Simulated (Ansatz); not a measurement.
# ReS2 monolayer (2H): a soft mode frozen in, part 2 of 3

Which phase does ReS2 monolayer (2H) fall into along its unstable mode, and how much energy does it gain?

Ansatz 0.2.0; DFT PBE, scalar-relativistic, plane waves, PAW.

So far, highest frequency on the path or at a solved wavevector (cm⁻¹): step 2 (response at finite wavevector) 387. Also lowest frequency on the path (cm⁻¹): step 2 -130.

### Step 6. Relaxation from the frozen mode

Starting from the lowest point found, all atoms and the cell are let go, so that strain and other modes of the same symmetry can join in.

Contents of input.yaml:

```yaml
crystal:
  lattice:
    - [3.3130927299, 0.0, 0.0]
    - [1.0e-10, 5.7384449384, 0.0]
    - [0.0, 0.0, 30.0]
  atoms:
    - { symbol: Re, position: [1.0, 0.3577301867, 0.3333333333] }
    - { symbol: Re, position: [0.5, 0.8089364799, 0.3333333333] }
    - { symbol: S, position: [0.5, 0.1575626125, 0.3793154807] }
    - { symbol: S, position: [1.0, 0.6757707208, 0.3835064209] }
    - { symbol: S, position: [0.5, 0.1575626125, 0.287351186] }
    - { symbol: S, position: [1.0, 0.6757707208, 0.2831602458] }
  periodic: [true, true, false]
kpoints:
  mp_grid: { grid: [10, 6, 1] }
hamiltonian:
  xc: pbe
scf:
  occupations: { method: methfessel_paxton, width: 0.15 }
output:
  forces: true
  stress: true
  eigenvalues: true
  write_density: true
  write_potential: true
  elf: true
  volumetric_format: npy
relax:
  adjacent_minimum: "off"
  f_tol: 0.002
  max_steps: 120
  cell: { stress_2d_tol: 0.005 }
```

The run is started by

```
ansatz run input.yaml --threads 8 --pin off --max-ram 14336MiB --backend cpu --events-out ev --progress --plain --runs-dir out
```

Numbers of over 12 decimals in the logs are rounded to 6 here.

What it wrote:

```text
[...]
Crystal: 6 atoms, lattice volume = 570.360 Å³
Basis set: ecut = 420 eV, 11193 PW (Γ), exchange–correlation on 48×80×432 points (8 copies of the dense FFT grid, shifted against one another)
Bands: 33, of which v1, the nominal top of the filled ones, is band 27 counted from 1 (26 counted from 0)
Symmetry: 4 space group operations
[...]
k-points: 24 of 60 (time reversal used)
[...]
SCF iter   1: F=—  HF=-25346.128515 eV  |F-HF|=—  |Δ(HF+E_count)|=         —  Δρ=7.78e-3  dr2=4.98e-1  ethr=1.77e-3  ⟨swp⟩=15.2  Hψ=6157  notcnv=0
[...]
SCF iter  10: F=-25346.076500 eV  HF=-25346.076500 eV  |F-HF|=1.67e-8  |Δ(HF+E_count)|=   1.06e-7  S|Δr|=    0.00e0  Δρ=2.94e-7  dr2=4.89e-10  ethr=1.52e-11  ⟨swp⟩=10.9  Hψ=7059  notcnv=0
SCF 1 converged in 10 iterations: F = -25346.076500 eV  dr2 = 4.89e-10
[...]
relax step   1: F+E_penalty+E_count = -25346.07649975 eV  Δ(F+E_penalty+E_count) = +0.000e0 eV  max|allowed force component| = 4.158e-1 eV/Å  Δτ_max = 0.0000 Å  P = -1.499 N/m  Ω = 570.360 Å³  fix = [c, alpha, beta]  reactions: c +0.000 N/m  (10 SCF iters, dr2 threshold 1.00e-7 eV, accepted)
Crystal: 6 atoms, lattice volume = 545.663 Å³
Basis set: ecut = 420 eV, 10729 PW (Γ), exchange–correlation on 48×80×432 points (8 copies of the dense FFT grid, shifted against one another)
[...]
iter 1 solved again at ethr=3.11e-4 eV; its pass at ethr=3.10e-3 eV (dr2=1.68e-1 eV) is discarded
[...]
SCF iter   8: F=-25346.275060 eV  HF=-25346.275060 eV  |F-HF|=1.85e-7  |Δ(HF+E_count)|=   2.34e-6  S|Δr|=    0.00e0  Δρ=4.78e-6  dr2=2.25e-7  ethr=1.11e-9  ⟨swp⟩=22.5  Hψ=10104  notcnv=0
SCF 2 converged in 8 iterations: F = -25346.275060 eV  dr2 = 2.25e-7
relax step   2: F+E_penalty+E_count = -25346.27505988 eV  Δ(F+E_penalty+E_count) = -1.986e-1 eV  max|allowed force component| = 8.013e-1 eV/Å  Δτ_max = 0.0727 Å  P = -0.953 N/m  Ω = 545.663 Å³  energy of the carried Pulay correction = +1.389e-3 eV  fix = [c, alpha, beta]  reactions: c +0.000 N/m  (8 SCF iters, dr2 threshold 6.00e-7 eV, accepted)
Crystal: 6 atoms, lattice volume = 517.398 Å³
Basis set: ecut = 420 eV, 10053 PW (Γ), exchange–correlation on 48×80×432 points (8 copies of the dense FFT grid, shifted against one another)
[...]
SCF iter   9: F=-25346.464700 eV  HF=-25346.464700 eV  |F-HF|=3.06e-8  |Δ(HF+E_count)|=   3.55e-7  S|Δr|=    0.00e0  Δρ=1.28e-6  dr2=1.42e-8  ethr=9.31e-11  ⟨swp⟩=12.0  Hψ=7618  notcnv=0
SCF 3 converged in 9 iterations: F = -25346.464700 eV  dr2 = 1.42e-8
relax step   3: F+E_penalty+E_count = -25346.46469960 eV  Δ(F+E_penalty+E_count) = -1.896e-1 eV  max|allowed force component| = 1.427e0 eV/Å  Δτ_max = 0.1761 Å  P = +0.214 N/m  Ω = 517.398 Å³  energy of the carried Pulay correction = +3.056e-3 eV  fix = [c, alpha, beta]  reactions: c +0.000 N/m  (9 SCF iters, dr2 threshold 6.00e-7 eV, accepted)
[... from here on, the SCF cycles and remarks between the steps are left out ...]
relax step   4: F+E_penalty+E_count = -25346.02697813 eV  Δ(F+E_penalty+E_count) = +4.377e-1 eV  max|allowed force component| = 1.918e0 eV/Å  Δτ_max = 0.1637 Å  P = +4.206 N/m  Ω = 488.080 Å³  energy of the carried Pulay correction = +4.880e-3 eV  fix = [c, alpha, beta]  (8 SCF iters, dr2 threshold 6.00e-7 eV, rejected (line search))
relax step   5: F+E_penalty+E_count = -25346.53825375 eV  Δ(F+E_penalty+E_count) = -7.355e-2 eV  max|allowed force component| = 4.498e-1 eV/Å  Δτ_max = 0.0490 Å  P = +0.210 N/m  Ω = 519.257 Å³  energy of the carried Pulay correction = +2.944e-3 eV  fix = [c, alpha, beta]  reactions: c +0.000 N/m  (15 SCF iters, accepted)
relax step   6: F+E_penalty+E_count = -25346.55613357 eV  Δ(F+E_penalty+E_count) = -1.788e-2 eV  max|allowed force component| = 7.210e-2 eV/Å  Δτ_max = 0.0227 Å  P = -0.265 N/m  Ω = 520.536 Å³  energy of the carried Pulay correction = +2.867e-3 eV  fix = [c, alpha, beta]  reactions: c +0.000 N/m  (6 SCF iters, dr2 threshold 6.00e-7 eV, accepted)
relax step   7: F+E_penalty+E_count = -25346.55818329 eV  Δ(F+E_penalty+E_count) = -2.050e-3 eV  max|allowed force component| = 5.220e-2 eV/Å  Δτ_max = 0.0069 Å  P = +0.036 N/m  Ω = 518.894 Å³  energy of the carried Pulay correction = +2.966e-3 eV  fix = [c, alpha, beta]  reactions: c +0.000 N/m  (6 SCF iters, dr2 threshold 4.92e-7 eV, accepted)
relax step   8: F+E_penalty+E_count = -25346.55840240 eV  Δ(F+E_penalty+E_count) = -2.191e-4 eV  max|allowed force component| = 1.542e-2 eV/Å  Δτ_max = 0.0034 Å  P = +0.048 N/m  Ω = 519.341 Å³  energy of the carried Pulay correction = +2.939e-3 eV  fix = [c, alpha, beta]  reactions: c +0.000 N/m  (5 SCF iters, dr2 threshold 1.70e-7 eV, accepted)
relax step   9: F+E_penalty+E_count = -25346.55842640 eV  Δ(F+E_penalty+E_count) = -2.400e-5 eV  max|allowed force component| = 2.321e-3 eV/Å  Δτ_max = 0.0016 Å  P = -0.012 N/m  Ω = 519.682 Å³  energy of the carried Pulay correction = +2.918e-3 eV  fix = [c, alpha, beta]  reactions: c +0.000 N/m  (5 SCF iters, dr2 threshold 1.49e-8 eV, accepted)
relax step  10: F+E_penalty+E_count = -25346.55843416 eV  Δ(F+E_penalty+E_count) = -7.763e-6 eV  max|allowed force component| = 3.169e-4 eV/Å  Δτ_max = 0.0004 Å  P = -0.001 N/m  Ω = 519.594 Å³  energy of the carried Pulay correction = +2.923e-3 eV  fix = [c, alpha, beta]  reactions: c +0.000 N/m  (5 SCF iters, dr2 threshold 3.37e-10 eV, accepted)
relax step  11: F+E_penalty+E_count = -25346.55584622 eV  Δ(F+E_penalty+E_count) = +2.588e-3 eV  max|allowed force component| = 3.190e-4 eV/Å  Δτ_max = 0.0000 Å  P = -0.006 N/m  Ω = 519.594 Å³  fix = [c, alpha, beta]  reactions: c +0.000 N/m  stress off target by 9.91e-3 N/m on what of the cell is left free  SCF on the basis re-selected at this cell (its energy is not comparable with the rows above)  (9 SCF iters)
relax step  12: F+E_penalty+E_count = -25346.55584936 eV  Δ(F+E_penalty+E_count) = -3.139e-6 eV  max|allowed force component| = 8.016e-5 eV/Å  Δτ_max = 0.0001 Å  P = -0.001 N/m  Ω = 519.552 Å³  energy of the carried Pulay correction = +2.673e-6 eV  fix = [c, alpha, beta]  reactions: c +0.000 N/m  (5 SCF iters, dr2 threshold 1.45e-10 eV, accepted)
[...]
SCF iter   1: F=—  HF=-25346.555658 eV  |F-HF|=—  |Δ(HF+E_count)|=         —  Δρ=1.05e-6  dr2=3.88e-9  ethr=1.71e-7  ⟨swp⟩=7.1  Hψ=10459  notcnv=0
eigensolver tolerance schedule: the retry pair's looser diagonalisation over-reported the residual by 23750.70 of it (diagonalisation noise at an unbounded share of the residual, at the tolerance the schedule requests for it); recorded, not acted on — ethr = c·dr2/N_el stays at c = 1.0e-1
SCF iter   2: F=—  HF=-25346.555846 eV  |F-HF|=—  |Δ(HF+E_count)|=   1.88e-4  S|Δr|=    0.00e0  Δρ=1.41e-6  dr2=1.83e-8  ethr=7.19e-12  ⟨swp⟩=7.5  Hψ=4098  notcnv=0
[...]
SCF iter   9: F=-25346.555846 eV  HF=-25346.555846 eV  |F-HF|=5.82e-11  |Δ(HF+E_count)|=  1.09e-11  S|Δr|=    0.00e0  Δρ=3.11e-9  dr2=1.07e-13  ethr=1.00e-12  ⟨swp⟩=5.5  Hψ=4355  notcnv=0
SCF 13 converged in 9 iterations: F = -25346.555846 eV  dr2 = 1.07e-13
relax step  13: F+E_penalty+E_count = -25346.55584595 eV  Δ(F+E_penalty+E_count) = +3.405e-6 eV  max|allowed force component| = 7.895e-5 eV/Å  Δτ_max = 0.0000 Å  P = -0.000 N/m  Ω = 519.552 Å³  fix = [c, alpha, beta]  reactions: c +0.000 N/m  stress off target by 5.68e-4 N/m on what of the cell is left free  SCF on the basis re-selected at this cell (its energy is not comparable with the rows above)  (9 SCF iters)
[...]
SCF converged after 9 iterations
[...]
Free energy (F): -25346.555846 eV
[...]
Internal energy: -25346.553013 eV  (E = F + TS)
E sigma→0 (E₀):  -25346.555138 eV
Entropy (-TS):   -0.002833 eV (-0.472 meV/atom)
Fermi energy:    -4.608535 eV
[...]
--- Forces (eV/Å), atoms counted from 1 ---
  atom   1  Re     0.00000000     0.00003832     0.00000000
  atom   2  Re     0.00000000     0.00007866    -0.00000000
  atom   3  S     -0.00000000    -0.00003992    -0.00007510
  atom   4  S     -0.00000000    -0.00001943    -0.00002333
  atom   5  S     -0.00000000    -0.00003992     0.00007510
  atom   6  S     -0.00000000    -0.00001943     0.00002333
  max |Σ_I F_I| component: 1.72e-6 eV/Å
--- 2D stress c σ (N/m, compression-positive) ---
       -0.000568       0.000000       0.000000
        0.000000      -0.000423       0.000000
        0.000000       0.000000       0.000000
  P = ½ c Tr σ = -0.0005 N/m
--- Band table (eV; the first three rows and the last of 24) ---
  k-point 0: bands = [... 23 lower, -7.0991, -6.7065, -6.5455, -4.9299, -3.9573, -3.4894, -3.2970, -3.2279, ... 2 higher]
  k-point 1: bands = [... 23 lower, -7.0162, -6.8022, -6.6821, -5.0929, -4.1295, -3.5631, -3.1906, -3.1385, ... 2 higher]
  k-point 2: bands = [... 23 lower, -7.0356, -7.0295, -6.9872, -5.5050, -4.3518, -3.5645, -3.1662, -2.7894, ... 2 higher]
  k-point 23: bands = [... 23 lower, -7.1094, -7.0248, -6.8078, -4.0899, -3.8978, -3.5118, -3.2421, -3.0291, ... 2 higher]
--- Relaxed structure (11 steps of the walk, 10 accepted, 2 SCFs on fresh bases) ---
  F+E_penalty+E_count = -25346.55584595 eV   max|allowed force component| = 7.895e-5 eV/Å   (the final SCF, on the basis selected at the relaxed cell)
  cell:  # Å, volume = 519.5518 Å³
    - [3.038899, -2.6478416956153355e-11, 0.0]
    - [4.9655478633703403e-11, 5.698905, 0.0]
    - [0.0, 0.0, 30.0]
  atoms:
    - { symbol: Re, position: [1.0, 0.379746, 0.333333] }
    - { symbol: Re, position: [0.500000, 0.800130, 0.333333] }
    - { symbol: S, position: [0.500000, 0.155924, 0.380176] }
    - { symbol: S, position: [1.0, 0.670805, 0.390295] }
    - { symbol: S, position: [0.500000, 0.155924, 0.286491] }
    - { symbol: S, position: [1.0, 0.670805, 0.276372] }
```

It took 94 s on 8 threads of Arm Neoverse V2, shared host; peak memory 1.5 GiB.

Relaxation path:

| step | energy less that of the first step (eV) | largest force component (eV/Å) | volume (Å³) |
| --- | --- | --- | --- |
| 1 | 0.0000 | 0.4158 | 570.36 |
| 2 | -0.1986 | 0.8013 | 545.66 |
| 3 | -0.3882 | 1.4274 | 517.40 |
| 4 | 0.0495 | 1.9184 | 488.08 |
| 5 | -0.4618 | 0.4498 | 519.26 |
| 6 | -0.4796 | 0.0721 | 520.54 |
| 7 | -0.4817 | 0.0522 | 518.89 |
| 8 | -0.4819 | 0.0154 | 519.34 |
| 9 | -0.4819 | 0.0023 | 519.68 |
| 10 | -0.4819 | 0.0003 | 519.59 |
| 11* | -0.4793 | 0.0003 | 519.59 |
| 12 | -0.4793 | 0.0001 | 519.55 |
| 13* | -0.4793 | 0.0001 | 519.55 |

Relaxation steps marked * repeat the geometry before them on a plane-wave basis chosen anew for their cell, so energy and pressure can jump there. Relaxation step 4 was tried and not accepted.

The run keeps the 4 symmetry operations that it works with, so distortions that break them were not tested.

| cell as run | before | after | change |
| --- | --- | --- | --- |
| a (Å) | 3.313 | 3.039 | -8.3 % |
| b (Å) | 5.738 | 5.699 | -0.7 % |

The atoms that moved most (Å, along periodic axes as changes of fractional coordinates times the final cell, across vacuum about the mean position):

| atom | dx | dy | dz | length |
| --- | --- | --- | --- | --- |
| S6 | 0.000 | -0.028 | -0.204 | 0.206 |
| S4 | 0.000 | -0.028 | 0.204 | 0.206 |
| Re1 | 0.000 | 0.125 | 0.000 | 0.125 |
| Re2 | 0.000 | -0.050 | 0.000 | 0.050 |
| S3 | 0.000 | -0.009 | 0.026 | 0.027 |
| S5 | 0.000 | -0.009 | -0.026 | 0.027 |

The relaxed structure:

```cif
data_structure
_symmetry_space_group_name_H-M 'P 1'
_symmetry_Int_Tables_number 1
_cell_length_a 3.0389
_cell_length_b 5.6989
_cell_length_c 30.0000
_cell_angle_alpha 90.000
_cell_angle_beta 90.000
_cell_angle_gamma 90.000
_cell_volume 519.55
loop_
_atom_site_label
_atom_site_type_symbol
_atom_site_fract_x
_atom_site_fract_y
_atom_site_fract_z
_atom_site_occupancy
Re1 Re 0.00000 0.37975 0.33333 1
Re2 Re 0.50000 0.80013 0.33333 1
S3 S 0.50000 0.15592 0.38018 1
S4 S 0.00000 0.67080 0.39029 1
S5 S 0.50000 0.15592 0.28649 1
S6 S 0.00000 0.67080 0.27637 1
```

Numbers from this step:

* area per atom: 2.886 Å²

ELF in the bc plane at fractional x = 0.000, with atoms of Re and S within 0.2 Å of it. It is the smooth field of the valence electrons, not physical close to the nuclei.

Ten even steps from '_' (0.00) to '@' (0.82), each cell a mean:
```
________________________________
________________________________
________________________________
________________________________
________________________________
________________________________
________________________________
________________________________
________________________________
________________________________
________________________________
________________________________
__________________........______
______________::**@@@@@@@@**::__
____........::**@@@@++++%%@@++__
....::--==******++++++++++++==::
__..::----++****++**++++****==::
____......__::**@@@@++++@@@@++__
______________..++##%%%%##++::__
________________________________
________________________________
________________________________
________________________________
________________________________
```
Columns run along b (5.7 Å), rows up along c (30.0 Å). Atoms in or near the plane, at fractional coordinates: Re at (0.38, 0.33), S at (0.67, 0.39), S at (0.67, 0.28).

Valence density in the bc plane at fractional x = 0.000, with atoms of Re and S within 0.2 Å of it. It is the smooth field of the valence electrons, not physical close to the nuclei.

Ten steps, logarithmic in the rise over the least value, from '_' (0.0 e/Å³) to '@' (4.2 e/Å³), each cell a mean:
```
________________________________
________________________________
________________________________
________________________________
________________________________
________________________________
________________________________
________________________________
________________________________
________________________________
________________________________
________________________________
________________________________
______________..::--====--::..__
..::::----::--==**##******++--::
::::--++%%@@@@@@##**++++++==----
::::--++##@@@@%%##******++==--::
..::::::::::::==++********++--::
________________..::----::..____
________________________________
________________________________
________________________________
________________________________
________________________________
```
Columns run along b (5.7 Å), rows up along c (30.0 Å). Atoms in or near the plane, at fractional coordinates: Re at (0.38, 0.33), S at (0.67, 0.39), S at (0.67, 0.28).

Electrostatic potential energy in the bc plane at fractional x = 0.000, with atoms of Re and S within 0.2 Å of it. With pseudopotentials it is smooth inside the atoms' cores, unlike the true potential.

Ten even steps from '0' (-33 eV) to '9' (0 eV), each cell a mean:
```
9999999999999999
9999999999999999
9999999999999999
9999999999999999
9999999999999999
9999999999999999
9999999999999999
9999999999999999
9999999999999999
9999999999999999
9999999999999999
9999999999999999
9999999999999999
9999999998888999
9999998850000589
9986210125567889
9987322234445789
9999999861001689
9999999999999999
9999999999999999
9999999999999999
9999999999999999
9999999999999999
9999999999999999
```
Columns run along b (5.7 Å; values clipped at the 3rd and 97th percentile), rows up along c (30.0 Å). Atoms in or near the plane, at fractional coordinates: Re at (0.38, 0.33), S at (0.67, 0.39), S at (0.67, 0.28).

The distorted start has space group Pmm2; the relaxation ends in Pmm2.

### Step 7. The new phase in its own primitive cell

The relaxed structure is symmetrised, reduced to its primitive cell and relaxed tightly, as its phonons need.

Contents of input.yaml:

```yaml
crystal:
  lattice:
    - [3.0388987552, 0.0, 0.0]
    - [0.0, 5.6989046006, 0.0]
    - [0.0, 0.0, 30.0]
  atoms:
    - { symbol: Re, position: [1.0, 0.3797456403, 0.3333333333] }
    - { symbol: Re, position: [0.5, 0.80013037, 0.3333333333] }
    - { symbol: S, position: [0.5, 0.1559239873, 0.3801756091] }
    - { symbol: S, position: [1.0, 0.6708046742, 0.3902946718] }
    - { symbol: S, position: [0.5, 0.1559239873, 0.2864910576] }
    - { symbol: S, position: [1.0, 0.6708046742, 0.2763719949] }
  periodic: [true, true, false]
kpoints:
  mp_grid: { grid: [12, 6, 1] }
hamiltonian:
  xc: pbe
scf:
  occupations: { method: methfessel_paxton, width: 0.15 }
output:
  forces: true
  stress: true
  eigenvalues: true
relax:
  adjacent_minimum: "off"
  f_tol: 0.001
  max_steps: 60
  cell: { stress_2d_tol: 0.002 }
```

What it wrote:

```text
[...]
Crystal: 6 atoms, lattice volume = 519.552 Å³
Basis set: ecut = 420 eV, 10093 PW (Γ), exchange–correlation on 48×80×432 points (8 copies of the dense FFT grid, shifted against one another)
Bands: 33, of which v1, the nominal top of the filled ones, is band 27 counted from 1 (26 counted from 0)
Symmetry: 4 space group operations
[...]
k-points: 28 of 72 (time reversal used)
[...]
cell:  # Å, volume = 519.6519 Å³
    - [3.037465, 0.0, 0.0]
    - [0.0, 5.702694, 0.0]
    - [0.0, 0.0, 30.0]
  atoms:
    - { symbol: Re, position: [1.000000, 0.379685, 0.333333] }
    - { symbol: Re, position: [0.500000, 0.800498, 0.333333] }
    - { symbol: S, position: [0.500000, 0.155987, 0.380173] }
    - { symbol: S, position: [1.000000, 0.670589, 0.390252] }
    - { symbol: S, position: [0.500000, 0.155987, 0.286494] }
    - { symbol: S, position: [1.000000, 0.670589, 0.276415] }
[key lines of the parts left out:]
SCF converged after 9 iterations
Free energy (F): -25346.557453 eV
Fermi energy:    -4.604781 eV
P = ½ c Tr σ = -0.0004 N/m
```

It took 37 s on 8 threads; peak memory 1.4 GiB.

Little changed from the start: no atom moved by 0.005 Å and no cell edge by 0.1 %.

Numbers from this step:

```yaml
area_per_atom: 2.887 Å²
```

The largest force component left is 0.40 meV/Å, within the tolerances set.

(Part 2 of 3 ends here.)

[Logs are printed without paths, hosts, clocks, repeated set-up lines and the standing remarks that a program may print on its own settings, such as how far it seeks lower states.]

[Hosts, paths, dates, database ids (printed as entryN), source tags and the programs' standing remarks are cut or masked in the printed files.]
